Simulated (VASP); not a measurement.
# SnO (P4/nmm) in VASP: notebook

One crystal, SnO, is run at these levels: PBE, RPBE; tasks: single point.

All numbers are computed with VASP 6.6.1; they aren't measurements. Logs are shortened: lines on timing, memory, paths and dates and some standing lists are left out, and cuts for length are marked.

### Step 1. Starting point

Symmetry: P4/nmm, No. 129, tetragonal system. Conventional cell: a = 3.814 Å, b = 3.814 Å, c = 4.887 Å, α = 90.00°, β = 90.00°, γ = 90.00°. Around Sn (site symmetry 4mm) lie 4 O at 2.23 Å. O (site symmetry -4m2) has 4 Sn at 2.23 Å as nearest neighbours.

The cell is a database's computed one.

### Step 2. Single point, PBE

INCAR reads:

```
ALGO = Normal
EDIFF = 1E-7
ENCUT = 520
GGA = PE
ISIF = 2
ISMEAR = 0
LASPH = True
LCHARG = True
LELF = True
LREAL = False
LVHAR = True
LWAVE = False
NBANDS = 28
NELM = 80
PREC = Accurate
SIGMA = 0.014
```

KPOINTS reads:

```
k-points
0
Gamma
  7 7 6
```

POSCAR reads:

```
SnO
1.0
    3.8136952200      0.0000000000      0.0000000000
    0.0000000000      3.8136952200      0.0000000000
    0.0000000000      0.0000000000      4.8869133000
Sn O
2 2
Direct
    0.5000000000      0.0000000000      0.7646261400
    0.0000000000      0.5000000000      0.2353738600
    0.0000000000      0.0000000000      0.0000000000
    0.5000000000      0.5000000000      0.0000000000
```

Potentials or basis: VASP PAW PBE potentials, release 64 (Sn_d, O).

Run with:

```sh
cat potpaw_PBE.64/Sn_d/POTCAR potpaw_PBE.64/O/POTCAR > POTCAR
mpirun -np 1 vasp_std > vasp.out
```

OUTCAR:

```text
EDIFF = 1E-7
   ENCUT = 520
   GGA = PE
   ISIF = 2
   ISMEAR = 0
   LASPH = True
   LREAL = False
   NELM = 80
   PREC = Accurate

 ion  position               nearest neighbor table
   1  0.500  0.000  0.765-   3 2.23   4 2.23   4 2.23   3 2.23   2 3.54   2 3.54   2 3.54   2 3.54
                             2 3.74   2 3.74   2 3.74   2 3.74
   2  0.000  0.500  0.235-   3 2.23   4 2.23   3 2.23   4 2.23   1 3.54   1 3.54   1 3.54   1 3.54
                             1 3.74   1 3.74   1 3.74   1 3.74
   3  0.000  0.000  0.000-   1 2.23   2 2.23   2 2.23   1 2.23
   4  0.500  0.500  0.000-   1 2.23   2 2.23   1 2.23   2 2.23

  LATTYP: Found a simple tetragonal cell.
 ALAT       =     3.8136952200
 C/A-ratio  =     1.2814116016

  Lattice vectors:

 A1 = (   3.8136952200,   0.0000000000,   0.0000000000)
 A2 = (   0.0000000000,   3.8136952200,   0.0000000000)
 A3 = (   0.0000000000,   0.0000000000,   4.8869133000)

Analysis of symmetry for initial positions (statically):
=====================================================================
 Subroutine PRICEL returns:
 Original cell was already a primitive cell.

 Routine SETGRP: Setting up the symmetry group for a
 simple tetragonal supercell.

 Subroutine GETGRP returns: Found 16 space group operations
 (whereof  8 operations were pure point group operations)
 out of a pool of 16 trial point group operations.

The static configuration has the point symmetry D_2d.
 The point group associated with its full space group is D_4h.

Analysis of symmetry for dynamics (positions and initial velocities):
=====================================================================
 Subroutine PRICEL returns:
 Original cell was already a primitive cell.

 Routine SETGRP: Setting up the symmetry group for a
 simple tetragonal supercell.

 Subroutine GETGRP returns: Found 16 space group operations
 (whereof  8 operations were pure point group operations)
 out of a pool of 16 trial point group operations.

The dynamic configuration has the point symmetry D_2d.
 The point group associated with its full space group is D_4h.

 Subroutine INISYM returns: Found 16 space group operations
 (whereof  8 operations are pure point group operations),
 and found     1 'primitive' translations

----------------------------------------------------------------------------------------

                                     Primitive cell

  volume of cell :      71.0766

  direct lattice vectors                    reciprocal lattice vectors
     3.813695220  0.000000000  0.000000000     0.262212878  0.000000000  0.000000000
     0.000000000  3.813695220  0.000000000     0.000000000  0.262212878  0.000000000
     0.000000000  0.000000000  4.886913300     0.000000000  0.000000000  0.204628144

  length of vectors
     3.813695220  3.813695220  4.886913300     0.262212878  0.262212878  0.204628144

  position of ions in fractional coordinates (direct lattice)
     0.500000000  0.000000000  0.764626140
     0.000000000  0.500000000  0.235373860
     0.000000000  0.000000000  0.000000000
     0.500000000  0.500000000  0.000000000

  ion indices of the primitive-cell ions
   primitive index   ion index
                 1           1
                 2           2
                 3           3
                 4           4

----------------------------------------------------------------------------------------

 KPOINTS: k-points

Automatic generation of k-mesh.
 Grid dimensions read from file:
 generate k-points for:    7    7    6

 Generating k-lattice:

  Cartesian coordinates                     Fractional coordinates (reciprocal lattice)
     0.037458983  0.000000000  0.000000000     0.142857143  0.000000000  0.000000000
     0.000000000  0.037458983  0.000000000     0.000000000  0.142857143  0.000000000
     0.000000000  0.000000000  0.034104691     0.000000000  0.000000000  0.166666667

  Length of vectors
     0.037458983  0.037458983  0.034104691

  Shift w.r.t. Gamma in fractional coordinates (k-lattice)
     0.000000000  0.000000000  0.000000000

 Subroutine IBZKPT returns following result:
 ===========================================

 Found     40 irreducible k-points:

 Following reciprocal coordinates:
            Coordinates               Weight
  0.000000  0.000000  0.000000      1.000000
  0.142857  0.000000  0.000000      4.000000
  0.285714  0.000000  0.000000      4.000000
  0.428571  0.000000  0.000000      4.000000
  0.142857  0.142857  0.000000      4.000000
  0.285714  0.142857  0.000000      8.000000
[... 16 lines left out ...]
  0.285714  0.000000  0.333333      8.000000
  0.428571  0.000000  0.333333      8.000000
 [... further k-points ...]
   k-points           NKPTS =     40   k-points in BZ     NKDIM =     40   number of bands    NBANDS=     28
   number of dos      NEDOS =    301   number of ions     NIONS =      4
   total plane-waves  NPLWV =  28224
   dimension x,y,z NGX =    28 NGY =   28 NGZ =   36
[... 57 lines left out ...]
  ext. energy  EPLUGINS =         0.00000000
  ---------------------------------------------------
  free energy    TOTEN  =       -22.68522989 eV

  energy without entropy =      -22.68522989  energy(sigma->0) =      -22.68522989

 E-fermi :   7.1307     XC(G=0): -10.1723

 val. band max:        7.0075128534   @ k =   0.0000   0.0000   0.0000
 cond. band min:       7.3921297820   @ k =   0.4286   0.4286   0.0000
 fundamental gap:      0.3846169287
 Fermi energy:         7.1307340960

 k-point     1 :       0.0000    0.0000    0.0000
  band No.  band energies     occupation
      1     -14.9956      2.00000
      2     -14.5603      2.00000
      3     -14.5601      2.00000
      4     -14.5601      2.00000
      5     -14.5180      2.00000
      6     -14.5079      2.00000
[... 20 lines left out ...]
     27      13.7937      0.00000
     28      14.2241      0.00000

 k-point     2 :       0.1429    0.0000    0.0000
  band No.  band energies     occupation
      1     -14.9847      2.00000
      2     -14.5661      2.00000
      3     -14.5562      2.00000
      4     -14.5557      2.00000
      5     -14.5215      2.00000
      6     -14.5200      2.00000
[... 20 lines left out ...]
     27      14.0369      0.00000
     28      15.6886      0.00000

 k-point     3 :       0.2857    0.0000    0.0000
  band No.  band energies     occupation
      1     -14.9540      2.00000
      2     -14.6903      2.00000
      3     -14.5448      2.00000
      4     -14.5445      2.00000
      5     -14.5244      2.00000
      6     -14.5239      2.00000
[... 20 lines left out ...]
     27      14.4083      0.00000
     28      17.8918      0.00000

 k-point     4 :       0.4286    0.0000    0.0000
  band No.  band energies     occupation
      1     -14.9016      2.00000
      2     -14.8157      2.00000
      3     -14.5342      2.00000
      4     -14.5295      2.00000
      5     -14.5286      2.00000
      6     -14.5199      2.00000
[... 20 lines left out ...]
     27      15.0362      0.00000
     28      16.2167      0.00000

 k-point     5 :       0.1429    0.1429    0.0000
  band No.  band energies     occupation
      1     -14.9758      2.00000
      2     -14.6002      2.00000
      3     -14.5627      2.00000
      4     -14.5489      2.00000
      5     -14.5406      2.00000
      6     -14.5174      2.00000
[... 20 lines left out ...]
     27      15.1166      0.00000
     28      16.2011      0.00000

 k-point     6 :       0.2857    0.1429    0.0000
  band No.  band energies     occupation
      1     -14.9513      2.00000
      2     -14.7235      2.00000
      3     -14.5559      2.00000
      4     -14.5340      2.00000
      5     -14.5266      2.00000
      6     -14.5201      2.00000
[... 463 lines left out ...]
      5     -14.5083      2.00000
      6     -14.4964      2.00000
[... 20 lines left out ...]
     27      14.6247      0.00000
     28      14.9047      0.00000

 k-point    22 :       0.1429    0.0000    0.3333
  band No.  band energies     occupation
      1     -14.9761      2.00000
      2     -14.5837      2.00000
      3     -14.5455      2.00000
      4     -14.5422      2.00000
      5     -14.5285      2.00000
      6     -14.5131      2.00000
[... 20 lines left out ...]
     27      14.7488      0.00000
     28      15.8733      0.00000

 k-point    23 :       0.2857    0.0000    0.3333
  band No.  band energies     occupation
      1     -14.9520      2.00000
      2     -14.7103      2.00000
      3     -14.5536      2.00000
      4     -14.5305      2.00000
      5     -14.5295      2.00000
      6     -14.5279      2.00000
[... 20 lines left out ...]
     27      15.2348      0.00000
     28      17.3540      0.00000

 k-point    24 :       0.4286    0.0000    0.3333
  band No.  band energies     occupation
      1     -14.9081      2.00000
      2     -14.8302      2.00000
      3     -14.5555      2.00000
      4     -14.5473      2.00000
      5     -14.5219      2.00000
      6     -14.5185      2.00000
[... 20 lines left out ...]
     27      15.8072      0.00000
     28      16.6623      0.00000

 [... further k-points ...]
[... 5 lines left out ...]
  --------------------------------------------------------------------------------------
  -------------------------------------------------------------------------------------
  Total        1.8368384      1.8368384      1.4307656      0.0000000      0.0000000      0.0000000
  in kB       41.4052044     41.4052044     32.2516896      0.0000000      0.0000000      0.0000000
  external PRESSURE =      38.3540328 kB  Pullay stress =       0.0000000 kB

 VOLUME and BASIS-vectors are now :
 -----------------------------------------------------------------------------
  energy-cutoff  :      520.00
  volume of cell :       71.08
      direct lattice vectors                 reciprocal lattice vectors
     3.813695220  0.000000000  0.000000000     0.262212878  0.000000000  0.000000000
     0.000000000  3.813695220  0.000000000     0.000000000  0.262212878  0.000000000
     0.000000000  0.000000000  4.886913300     0.000000000  0.000000000  0.204628144

 POSITION                                       TOTAL-FORCE (eV/Angst)
 -----------------------------------------------------------------------------------
      1.90685      0.00000      3.73666        -0.000000      0.000000     -0.455495
      0.00000      1.90685      1.15025         0.000000      0.000000      0.455495
      0.00000      0.00000      0.00000         0.000000      0.000000      0.000000
      1.90685      1.90685      0.00000         0.000000     -0.000000      0.000000
 -----------------------------------------------------------------------------------
    total drift:                                0.000000      0.000000      0.000000

  FREE ENERGIE OF THE ION-ELECTRON SYSTEM (eV)
  ---------------------------------------------------
  free  energy   TOTEN  =       -22.6852298923 eV

  energy  without entropy=      -22.6852298923  energy(sigma->0) =      -22.68522989
```

It took 2.7 min on 1 thread of AMD EPYC, shared host; peak memory 0.17 GiB.

What came out:

| Quantity | Value |
| --- | --- |
| Free energy | -22.6852 eV |
| Pressure | 3.8 GPa |
| Largest force | 0.455 eV/Å |
| Band gap on the k mesh | 0.38 eV, indirect (least direct gap 2.05 eV) |

Forces in eV/Å, atoms in the order of the input:
```
Sn   0.000  0.000 -0.455
Sn   0.000  0.000  0.455
O    0.000  0.000  0.000
O    0.000  0.000  0.000
```

Stress tensor (GPa, compression positive):
```
4.14 0.00 0.00
0.00 4.14 0.00
0.00 0.00 3.23
```

Caveat: spin-orbit coupling is left out, which moves the levels of the heavy elements; an odd mesh through Γ misses points on the zone boundary, where band edges often lie.

### Step 3. Single point, PBE

INCAR reads:

```
SYSTEM = SnO
PREC     = Accurate       ! precision mode
ENCUT    = 520            ! plane-wave cutoff, eV
EDIFF    = 1E-6           ! SCF threshold, eV
ISMEAR   = 0              ! smearing method
SIGMA    = 0.02           ! smearing width, eV
LREAL    = .FALSE.        ! projectors in reciprocal space
LASPH    = .TRUE.         ! aspherical terms in the spheres
NELM     = 100            ! most SCF steps
ALGO     = Fast           ! electronic algorithm
ISIF     = 2              ! what is computed and relaxed
LWAVE    = .FALSE.        ! write WAVECAR
LCHARG   = .FALSE.        ! write CHGCAR
GGA      = PE             ! functional
NBANDS   = 28             ! bands
```

KPOINTS reads:

```
regular mesh
0
G
  7 7 6
  0 0 0
```

POSCAR is that of step 2.

Potentials or basis: VASP PAW PBE potentials, release 64 (Sn_d, O).

Run with:

```sh
cat potpaw_PBE.64/Sn_d/POTCAR potpaw_PBE.64/O/POTCAR > POTCAR
mpirun -np 1 vasp_std > vasp.out
```

Run time: 2.4 min. Hardware: 1 thread of AMD EPYC, shared host; peak memory 0.17 GiB.

Results (log left out):

| Quantity | Value |
| --- | --- |
| Free energy | -22.6852 eV |
| Pressure | 3.8 GPa |
| Largest force | 0.455 eV/Å |
| Band gap on the k mesh | 0.38 eV, indirect (least direct gap 2.05 eV) |

Forces on the atoms (eV/Å):
```
Sn   0.000  0.000 -0.455
Sn   0.000  0.000  0.455
O    0.000  0.000  0.000
O    0.000  0.000  0.000
```

Stress tensor (GPa, compression positive):
```
4.12 0.00 0.00
0.00 4.12 0.00
0.00 0.00 3.21
```

Levels at points of the mesh, in eV from the valence-band top:
```
           k point  band 17  band 18  band 19  band 20  band 21  band 22  band 23  band 24
(0.00, 0.00, 0.00)    -3.47    -3.18    -3.18     0.00     2.05     4.27     4.74     4.74
(0.00, 0.00, 0.50)    -3.20    -3.19    -3.19    -2.21     1.68     3.03     3.03     3.70
```

Caveat: spin-orbit coupling is left out, which moves the levels of the heavy elements; an odd mesh through Γ misses points on the zone boundary, where band edges often lie.

### Step 4. Single point, PBE

run.py reads:

```python
from ase.calculators.vasp import Vasp
from ase.dft.bandgap import bandgap
from ase.io import read

atoms = read('POSCAR')
calc = Vasp(
    directory='calc',
    xc='pbe',
    pp='PBE',
    setups='materialsproject',
    prec='Accurate',
    encut=520,
    ediff=1e-06,
    ismear=0,
    sigma=0.02,
    lreal=False,
    lasph=True,
    nelm=60,
    algo='Fast',
    isif=2,
    lwave=False,
    lcharg=False,
    kpts=[7, 7, 6],
    gamma=True,
    nbands=28,
)
atoms.calc = calc

print('energy (eV):', atoms.get_potential_energy())
print('free energy (eV):', atoms.get_potential_energy(force_consistent=True))
print('forces (eV/A):')
print(atoms.get_forces())
print('stress (eV/A^3, Voigt):', atoms.get_stress())
print('Fermi level (eV):', calc.get_fermi_level())
gap, top, bottom = bandgap(calc)
print('band gap (eV):', gap, 'from (spin, k, band)', top, 'to', bottom)
```

POSCAR is that of step 3.

Run with:

```sh
python run.py
```

Run time: 2.5 min. Hardware: 1 thread of AMD EPYC, shared host; peak memory 0.17 GiB.

It converged, with:

```yaml
Free_energy: -22.6852 eV
Pressure: 3.8 GPa
Largest_force: 0.455 eV/Å
Band_gap_on_the_k_mesh: 0.38 eV, indirect (least direct gap 2.05 eV)
```

Forces on the atoms (eV/Å):
```
Sn   0.000  0.000 -0.455
Sn   0.000  0.000  0.455
O    0.000  0.000  0.000
O    0.000  0.000  0.000
```

Stress tensor (GPa, compression positive):
```
4.12 0.00 0.00
0.00 4.12 0.00
0.00 0.00 3.21
```

Levels at points of the mesh, in eV from the valence-band top:
| k point | band 17 | band 18 | band 19 | band 20 | band 21 | band 22 | band 23 | band 24 |
| --- | --- | --- | --- | --- | --- | --- | --- | --- |
| (0.00, 0.00, 0.00) | -3.47 | -3.18 | -3.18 | 0.00 | 2.05 | 4.27 | 4.74 | 4.74 |
| (0.00, 0.00, 0.50) | -3.20 | -3.19 | -3.19 | -2.21 | 1.68 | 3.03 | 3.03 | 3.70 |

Caveat: spin-orbit coupling is left out, which moves the levels of the heavy elements; an odd mesh through Γ misses points on the zone boundary, where band edges often lie.

### Step 5. Single point, RPBE

INCAR reads:

```
PREC     = Accurate       # precision mode
ENCUT    = 400            # plane-wave cutoff, eV
EDIFF    = 1E-6           # SCF threshold, eV
ISMEAR   = 0              # smearing method
SIGMA    = 0.05           # smearing width, eV
LREAL    = False          # projectors in reciprocal space
LASPH    = True           # aspherical terms in the spheres
NELM     = 80             # most SCF steps
ALGO     = Normal         # electronic algorithm
ISIF     = 2              # what is computed and relaxed
LWAVE    = False          # write WAVECAR
LCHARG   = False          # write CHGCAR
GGA      = RP             # functional
```

KPOINTS reads:

```
Automatic mesh
0
Gamma
  6 6 5
```

POSCAR is that of step 4.

Potentials or basis: VASP PAW PBE potentials, release 64 (Sn_d, O_s).

Run with:

```sh
cat potpaw_PBE.64/Sn_d/POTCAR potpaw_PBE.64/O_s/POTCAR > POTCAR
mpirun -np 1 vasp_std > vasp.out
```

Run time: 73 s. Hardware: 1 thread of AMD EPYC, shared host; peak memory 0.14 GiB.

It converged, with:

| Property | Result |
| --- | --- |
| Free energy | -21.1285 eV |
| Pressure | 6.4 GPa |
| Largest force | 0.647 eV/Å |
| Band gap on the k mesh | 0.15 eV, indirect (least direct gap 2.06 eV) |

Forces in eV/Å, atoms in the order of the input:
```
Sn   0.000  0.000 -0.647
Sn   0.000  0.000  0.647
O    0.000  0.000  0.000
O    0.000  0.000  0.000
```

Stress tensor (GPa, compression positive):
```
6.82 0.00 0.00
0.00 6.82 0.00
0.00 0.00 5.45
```

Levels at points of the mesh, in eV from the valence-band top:
```csv
k point,band 17,band 18,band 19,band 20,band 21,band 22,band 23,band 24
"(0.00, 0.00, 0.00)",-3.52,-3.22,-3.22,0.00,2.07,4.34,4.72,4.72
"(0.50, 0.00, 0.00)",-4.88,-4.88,-2.70,-2.70,3.16,3.16,5.97,5.97
"(0.50, 0.50, 0.00)",-2.57,-2.57,-1.91,-1.91,0.15,0.15,4.52,4.52
```

Caveat: the PAW data sets were made with another functional, which shifts forces and pressure a little; spin-orbit coupling is left out, which moves the levels of the heavy elements; an odd mesh through Γ misses points on the zone boundary, where band edges often lie.

### Step 6. For comparison

An earlier run on the cell as given: functional PBE; potentials or basis VASP PAW PBE potentials, release 64 (Sn_d, O); cutoff 520 eV; k mesh 7 × 7 × 6; occupations fermi-dirac, width 0.05 eV; no spin polarisation.

* Pressure: 3.8 GPa
* Largest force: 0.457 eV/Å
* Band gap on the k mesh: 0.38 eV, indirect (least direct gap 2.05 eV)

### Step 7. Overview

| level | potentials or basis | k mesh | cutoff (eV) | smearing | other keys | gap on the mesh (eV) | pressure (GPa) | largest force (eV/Å) |
| --- | --- | --- | --- | --- | --- | --- | --- | --- |
| PBE | VASP PAW PBE potentials, release 64 (Sn_d, O) | 7 × 7 × 6 | 520 | gaussian 0.014 eV | - | 0.38 | 3.8 | 0.46 |
| PBE | VASP PAW PBE potentials, release 64 (Sn_d, O) | 7 × 7 × 6 | 520 | gaussian 0.02 eV | - | 0.38 | 3.8 | 0.45 |
| RPBE | VASP PAW PBE potentials, release 64 (Sn_d, O_s) | 6 × 6 × 5 | 400 | gaussian 0.05 eV | k = 6 × 6 × 5 | 0.15 | 6.4 | 0.65 |
| PBE | VASP PAW PBE potentials, release 64 (Sn_d, O) | 7 × 7 × 6 | 520 | fermi-dirac 0.05 eV | - | 0.38 | 3.8 | 0.46 |

Alike in all rows: task single point; no spin polarisation; cell as given.

Caveats: spin-orbit coupling is left out, which moves the levels of the heavy elements; an odd mesh through Γ misses points on the zone boundary, where band edges often lie; the PAW data sets were made with another functional, which shifts forces and pressure a little (some runs).

Total energies depend on the potentials used, so only differences within one code and one set of settings carry meaning.
